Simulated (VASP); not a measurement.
# Bi (R-3m) in VASP: further runs

The runs below take Bi through relaxation of cell and atoms, with PBE+D3(BJ).

Program: VASP 6.6.1. These are calculated values, not measurements. Logs are shortened: lines on timing, memory, paths and dates and some standing lists are left out, and cuts for length are marked.

## 1. Starting point

The structure is trigonal, space group R-3m (No. 166). The conventional cell has a = 4.535 Å, b = 4.535 Å, c = 11.814 Å, α = 90.00°, β = 90.00°, γ = 120.00°. Bi (site symmetry 3m) has 6 Bi at 3.06 to 3.52 Å as nearest neighbours.

## 2. Relaxation of cell and atoms, PBE+D3(BJ)

INCAR

```
SYSTEM = Bi
  PREC = Accurate
  ENCUT = 600
  EDIFF = 1E-6
  ISMEAR = 1
  SIGMA = 0.1
  LREAL = .False.
  LASPH = .True.
  NELM = 80
  ALGO = Normal
  ISIF = 3
  LWAVE = .False.
  LCHARG = .False.
  GGA = PE
  IVDW = 12
  IBRION = 2
  NSW = 90
  EDIFFG = -0.01
```

KPOINTS

```
regular mesh
0
Gamma
  12 12 10
  0 0 0
```

POSCAR

```
Bi
1.0
    2.2675000000      1.3091417400      3.9380000000
   -2.2675000000      1.3091417400      3.9380000000
    0.0000000000     -2.6182834700      3.9380000000
Bi
2
Direct
    0.2340000000      0.2340000000      0.2340000000
    0.7660000000      0.7660000000      0.7660000000
```

Potentials or basis: VASP PAW PBE potentials, release 64 (Bi_d).

Run with:

```
cat potpaw_PBE.64/Bi_d/POTCAR > POTCAR
mpirun -np 1 vasp_std > vasp.out
```

OUTCAR:

```text
SYSTEM = Bi
   PREC = Accurate
   ENCUT = 600
   EDIFF = 1E-6
   ISMEAR = 1
   LREAL = .False.
   LASPH = .True.
   NELM = 80
   ISIF = 3
   GGA = PE
   IVDW = 12
   IBRION = 2
   NSW = 90
   EDIFFG = -0.01
 IVDW          = 12

 ion  position               nearest neighbor table
   1  0.234  0.234  0.234-   2 3.06   2 3.06   2 3.06   2 3.52   2 3.52   2 3.52
   2  0.766  0.766  0.766-   1 3.06   1 3.06   1 3.06   1 3.52   1 3.52   1 3.52

  LATTYP: Found a trigonal (rhomboedric) cell.
 ALAT       =     4.7289800534
 COS(alpha) =     0.5401781297

  Lattice vectors:

 A1 = (   2.2675000000,   1.3091417400,   3.9380000000)
 A2 = (  -2.2675000000,   1.3091417400,   3.9380000000)
 A3 = (   0.0000000000,  -2.6182834700,   3.9380000000)

Analysis of symmetry for initial positions (statically):
=====================================================================
 Subroutine PRICEL returns:
 Original cell was already a primitive cell.

 Routine SETGRP: Setting up the symmetry group for a
 trigonal (rhombohedral) supercell.

 Subroutine GETGRP returns: Found 12 space group operations
 (whereof 12 operations were pure point group operations)
 out of a pool of 12 trial point group operations.

The static configuration has the point symmetry D_3d.

Analysis of symmetry for dynamics (positions and initial velocities):
=====================================================================
 Subroutine PRICEL returns:
 Original cell was already a primitive cell.

 Routine SETGRP: Setting up the symmetry group for a
 trigonal (rhombohedral) supercell.

 Subroutine GETGRP returns: Found 12 space group operations
 (whereof 12 operations were pure point group operations)
 out of a pool of 12 trial point group operations.

The dynamic configuration has the point symmetry D_3d.

 Subroutine INISYM returns: Found 12 space group operations
 (whereof 12 operations are pure point group operations),
 and found     1 'primitive' translations

----------------------------------------------------------------------------------------

                                     Primitive cell

  volume of cell :      70.1392

  direct lattice vectors                    reciprocal lattice vectors
     2.267500000  1.309141740  3.938000000     0.220507166  0.127309872  0.084645336
    -2.267500000  1.309141740  3.938000000    -0.220507166  0.127309872  0.084645336
     0.000000000 -2.618283470  3.938000000     0.000000000 -0.254619744  0.084645336

  length of vectors
     4.728980053  4.728980053  4.728980052     0.268320791  0.268320791  0.268320791

  position of ions in fractional coordinates (direct lattice)
     0.234000000  0.234000000  0.234000000
     0.766000000  0.766000000  0.766000000

  ion indices of the primitive-cell ions
   primitive index   ion index
                 1           1
                 2           2

----------------------------------------------------------------------------------------

 KPOINTS: regular mesh

Automatic generation of k-mesh.
 Grid dimensions read from file:
 generate k-points for:   12   12   10

 Generating k-lattice:

  Cartesian coordinates                     Fractional coordinates (reciprocal lattice)
     0.018375597  0.010609156  0.007053778     0.083333333  0.000000000  0.000000000
    -0.018375597  0.010609156  0.007053778     0.000000000  0.083333333  0.000000000
     0.000000000 -0.025461974  0.008464534    -0.000000000 -0.000000000  0.100000000

  Length of vectors
     0.022360066  0.022360066  0.026832079

  Shift w.r.t. Gamma in fractional coordinates (k-lattice)
     0.000000000  0.000000000  0.000000000

 -----------------------------------------------------------------------------
|                                                                             |
|           W    W    AA    RRRRR   N    N  II  N    N   GGGG   !!!           |
|           W    W   A  A   R    R  NN   N  II  NN   N  G    G  !!!           |
|           W    W  A    A  R    R  N N  N  II  N N  N  G       !!!           |
|           W WW W  AAAAAA  RRRRR   N  N N  II  N  N N  G  GGG   !            |
|           WW  WW  A    A  R   R   N   NN  II  N   NN  G    G                |
|           W    W  A    A  R    R  N    N  II  N    N   GGGG   !!!           |
|                                                                             |
|     Your reciprocal lattice and k-lattice belong to different lattice       |
|     classes:                                                                |
|                                                                             |
|        The reciprocal lattice is rhombohedral (trigonal),                   |
|        whereas your k-lattice is base-centered monoclinic.                  |
|                                                                             |
|     Results are often still useful ...                                      |
|                                                                             |
 -----------------------------------------------------------------------------

 WARNING: IBZKPT: internal override: KBLOWUP is changed to .FALSE.
      ... skipping the blow-up phase ...

 Subroutine IBZKPT returns following result:
 ===========================================

 Found    391 irreducible k-points:

 Following reciprocal coordinates:
            Coordinates               Weight
  0.000000  0.000000  0.000000      1.000000
  0.083333  0.000000  0.000000      4.000000
  0.166667  0.000000  0.000000      4.000000
  0.250000  0.000000  0.000000      4.000000
  0.333333  0.000000  0.000000      4.000000
  0.416667  0.000000  0.000000      4.000000
[... 16 lines left out ...]
  0.500000  0.166667 -0.000000      8.000000
 -0.416667  0.166667  0.000000      4.000000
 [... further k-points ...]
   k-points           NKPTS =    391   k-points in BZ     NKDIM =    391   number of bands    NBANDS=     19
   number of dos      NEDOS =    301   number of ions     NIONS =      2
   total plane-waves  NPLWV =  64000
   dimension x,y,z NGX =    40 NGY =   40 NGZ =   40
   dimension x,y,z NGXF=    80 NGYF=   80 NGZF=   80
   ions per type =               2
   NGX,Y,Z   is equivalent  to a cutoff of  14.06, 14.06, 14.06 a.u.
   NGXF,Y,Z  is equivalent  to a cutoff of  28.12, 28.12, 28.12 a.u.
 SYSTEM =  Bi
   PREC   = accura    normal or accurate (medium, high low for compatibility)
   ISTART =      0    job   : 0-new  1-cont  2-samecut
   ICHARG =      2    charge: 1-file 2-atom 10-const
   ISPIN  =      1    spin polarized calculation?
   LNONCOLLINEAR =      F non collinear calculations
   LSORBIT =      F    spin-orbit coupling
   LASPH  =      T    aspherical Exc in radial PAW
   ENCUT  =  600.0 eV  44.10 Ry    6.64 a.u.   9.44  9.44  9.44*2*pi/ulx,y,z
   NELM   =     80;   NELMIN=  2; NELMDL= -5     # of ELM steps
   EDIFF  = 0.1E-05   stopping-criterion for ELM
   LREAL  =      F    real-space projection
   EDIFFG = -.1E-01   stopping-criterion for IOM
   NSW    =     90    number of steps for IOM
   IBRION =      2    ionic relax: 0-MD 1-quasi-New 2-CG
   NFREE  =      1    steps in history (QN), initial steepest desc. (CG)
   ISIF   =      3    stress and relaxation
   ISYM   =      2    0-nonsym 1-usesym 2-fastsym
   POTIM  = 0.5000    time-step for ionic-motion
   TEBEG  =    0.0;   TEEND  =   0.0 temperature during run
   PSTRESS=    0.0 pullay stress
   NELECT =      30.0000    total number of electrons
   NUPDOWN=      -1.0000    fix difference up-down
   EMIN   =  10.00;   EMAX   =-10.00  energy-range for DOS
   EFERMI =   0.00;   METHOD = LEGACY
   ISMEAR =     1;   SIGMA  =   0.10  broadening in eV -4-tet -1-fermi 0-gaus
   EFERMI_NEDOS =   21; number of points for ismear=-14 and -15
   IALGO  =     38    algorithm
   IMIX   =      4    mixing-type and parameters
     AMIX     =   0.40;   BMIX     =  1.00
     AMIX_MAG =   1.60;   BMIX_MAG =  1.00
  volume/ion in A,a.u.               =      35.07       236.66
  Fermi-wavevector in a.u.,A,eV,Ry     =   1.233469  2.330919 20.700530  1.521446
  Thomas-Fermi vector in A             =   2.368198
   LORBIT       =      0    0 simple, 1 ext, 2 COOP (PROOUT), +10 PAW based schemes
   GGA     = PE    functional components
   LHFCALC =     F    Hartree Fock is set to
   AEXX    =    0.0000 exact exchange contribution
   IVDW    =    12    specifies the selected vdW correction
   LEPSILON=     F    determine dielectric tensor
   LRPA    =     F    only Hartree local field effects (RPA)
 conjugate gradient relaxation of ions
 non-spin polarized calculation
 Methfessel and Paxton  Order N= 1 SIGMA  =   0.10
  energy-cutoff  :      600.00
  volume of cell :       70.14
 maximum number of plane-waves:      2367
 NGX is ok and might be reduce to    40
   NGX = 19   NGY = 19   NGZ = 19

--------------------------------------- Ionic step        1  -------------------------------------------

 number of electron      30.0000001 magnetization

 Free energy of the ion-electron system (eV)
  ---------------------------------------------------
  ext. energy  EPLUGINS =         0.00000000
  ---------------------------------------------------
  free energy    TOTEN  =        -7.74762980 eV

  energy without entropy =       -7.74757777  energy(sigma->0) =       -7.74761245

------------------------ aborting loop because EDIFF is reached ----------------------------------------

 Edisp (eV)   -0.91035

 E8    (eV) :    -0.4524
[... 231 lines left out ...]
--------------------------------------- Ionic step        7  -------------------------------------------

 number of electron      30.0000004 magnetization

 Free energy of the ion-electron system (eV)
  ---------------------------------------------------
  ext. energy  EPLUGINS =         0.00000000
  ---------------------------------------------------
  free energy    TOTEN  =        -7.74166020 eV

  energy without entropy =       -7.74172129  energy(sigma->0) =       -7.74168057

 E-fermi :   6.5524     XC(G=0):  -9.6275

 val. band max:        6.5483789544   @ k =   0.0833   0.0833   0.4000
 cond. band min:       6.5674904904   @ k =   0.3333   0.1667   0.2000
 fundamental gap:      0.0191115360
 Fermi energy:         6.5524495176

 k-point     1 :       0.0000    0.0000    0.0000
  band No.  band energies     occupation
      1     -16.4082      2.00000
      2     -16.4082      2.00000
      3     -16.2549      2.00000
      4     -16.2549      2.00000
      5     -16.2460      2.00000
      6     -16.0677      2.00000
[... 505 lines left out ...]
      6     -16.1545      2.00000
[... 11 lines left out ...]
     18       9.8102      0.00000
     19      13.3860      0.00000

 [... further k-points ...]

------------------------ aborting loop because EDIFF is reached ----------------------------------------

 Edisp (eV)   -0.92431

 E8    (eV) :    -0.4592
[... 25 lines left out ...]
  FREE ENERGIE OF THE ION-ELECTRON SYSTEM (eV)
  ---------------------------------------------------
  free  energy   TOTEN  =        -8.6659719873 eV

  energy  without entropy=       -8.6660330812  energy(sigma->0) =       -8.66599235

 reached required accuracy - stopping structural energy minimisation
```

Wall time 31 min (1 thread of Intel Xeon Platinum 8259CL at 2.50GHz (Skylake/Cascade Lake), shared host); peak memory 0.66 GiB.

What came out:

```yaml
Free_energy: -8.6660 eV
Relaxed_volume: 34.55 Å³/atom
Relaxed_cell: a = 4.688 Å, b = 4.688 Å, c = 4.688 Å, α = 57.77°, β = 57.77°, γ = 57.77°
Space_group_after_relaxing_to_0.05_Å: R-3m (No. 166)
Energy_gained_by_relaxing: 4.0 meV/atom
Ionic_steps: 7
Pressure_after_relaxing: 0.0 GPa
Largest_force_after_relaxing: 0.006 eV/Å
Band_gap_on_the_k_mesh: none (metal or under the smearing width)
Dispersion_energy_per_atom: -0.462 eV
```

Forces in eV/Å, atoms in the order of the input:
```
Bi   0.000  0.000 -0.006
Bi   0.000  0.000  0.006
```

The path:
| step | energy change (eV) | largest force (eV/Å) | pressure (GPa) | volume (Å³) |
| --- | --- | --- | --- | --- |
| 1 | 0.0000 | 0.2259 | 0.07 | 70.14 |
| 2 | -0.0037 | 0.1211 | -0.25 | 70.30 |
| 3 | -0.0049 | 0.0353 | -0.46 | 70.44 |
| 4 | -0.0071 | 0.0315 | 0.06 | 69.35 |
| 5 | -0.0071 | 0.0298 | 0.03 | 69.31 |
| 6 | -0.0076 | 0.0191 | 0.05 | 69.25 |
| 7 | -0.0080 | 0.0064 | 0.02 | 69.10 |

Final structure:
```
Bi
1.0
     2.26427    1.30728    3.89081
    -2.26427    1.30728    3.89081
     0.00000   -2.61455    3.89081
Bi
2
Direct
  0.23732 0.23732 0.23732
  0.76268 0.76268 0.76268
```

Levels at points of the mesh, in eV from the Fermi level:
| k point | band 11 | band 12 | band 13 | band 14 | band 15 | band 16 | band 17 | band 18 | band 19 |
| --- | --- | --- | --- | --- | --- | --- | --- | --- | --- |
| (0.00, 0.00, 0.00) | -13.17 | -7.43 | -1.54 | -1.24 | -1.24 | 2.75 | 3.03 | 3.03 | 5.48 |
| (0.50, 0.00, 0.00) | -11.16 | -10.64 | -1.16 | -1.01 | -0.27 | -0.27 | 0.34 | 0.76 | 7.70 |
| (0.50, 0.50, 0.00) | -11.29 | -9.43 | -4.85 | -3.14 | -2.98 | 2.46 | 5.00 | 5.35 | 6.92 |
| (0.50, 0.50, 0.50) | -11.74 | -10.18 | -0.80 | -0.52 | -0.52 | 0.51 | 0.51 | 0.55 | 7.27 |

Caveat: spin-orbit coupling is left out, which moves the levels of the heavy elements; pairwise dispersion overbinds metals, which lowers pressure and volume.

## 3. Relaxation of cell and atoms, PBE+D3(BJ)

This run uses another cell than the first one, of 34.55 Å³/atom, 0.985 times its volume.

INCAR, as its differences from that of step 2:

```diff
@@ -3,3 +3,3 @@
   ENCUT = 600
-  EDIFF = 1E-6
+  EDIFF = 1E-7
   ISMEAR = 1
@@ -17,2 +17,2 @@
   NSW = 90
-  EDIFFG = -0.01
+  EDIFFG = -0.005
```

KPOINTS is that of step 2.

POSCAR

```
Bi                                      
1.0
    2.2642702864      1.3072770639      3.8908120545
   -2.2642702864      1.3072770639      3.8908120545
    0.0000000000     -2.6145541180      3.8908120545
  Bi            
     2
Direct
     0.2373168433666082    0.2373168433666082    0.2373168433666065
     0.7626831566333917    0.7626831566333917    0.7626831566333935
```

Potentials or basis: VASP PAW PBE potentials, release 64 (Bi_d).

Run with:

```
cat potpaw_PBE.64/Bi_d/POTCAR > POTCAR
mpirun -np 1 vasp_std > vasp.out
```

Run time: 15 min. Hardware: 1 thread of Intel Xeon Platinum 8259CL at 2.50GHz (Skylake/Cascade Lake), shared host; peak memory 0.64 GiB.

It converged, with:

| Quantity | Value |
| --- | --- |
| Free energy | -8.6659 eV |
| Relaxed volume | 34.57 Å³/atom |
| Relaxed cell | a = 4.686 Å, b = 4.686 Å, c = 4.686 Å, α = 57.83°, β = 57.83°, γ = 57.83° |
| Space group after relaxing (to 0.05 Å) | R-3m (No. 166) |
| Energy gained by relaxing | 0.0 meV/atom |
| Ionic steps | 3 |
| Pressure after relaxing | 0.0 GPa |
| Band gap on the k mesh | none (metal or under the smearing width) |
| Dispersion energy per atom | -0.462 eV |

Final structure:
```
Bi
1.0
     2.26566    1.30808    3.88792
    -2.26566    1.30808    3.88792
     0.00000   -2.61616    3.88792
Bi
2
Cartesian
  0.0000 0.0000 2.7674
  0.0000 0.0000 8.8963
```

Levels at points of the mesh, in eV from the Fermi level:
| k point | band 11 | band 12 | band 13 | band 14 | band 15 | band 16 | band 17 | band 18 | band 19 |
| --- | --- | --- | --- | --- | --- | --- | --- | --- | --- |
| (0.00, 0.00, 0.00) | -13.17 | -7.43 | -1.53 | -1.25 | -1.25 | 2.75 | 3.03 | 3.03 | 5.49 |
| (0.50, 0.00, 0.00) | -11.16 | -10.64 | -1.15 | -1.01 | -0.27 | -0.27 | 0.35 | 0.76 | 7.71 |
| (0.50, 0.50, 0.00) | -11.29 | -9.43 | -4.85 | -3.13 | -2.98 | 2.46 | 5.00 | 5.35 | 6.92 |
| (0.50, 0.50, 0.50) | -11.73 | -10.17 | -0.81 | -0.53 | -0.53 | 0.50 | 0.50 | 0.55 | 7.28 |

Caveat: spin-orbit coupling is left out, which moves the levels of the heavy elements; pairwise dispersion overbinds metals, which lowers pressure and volume.
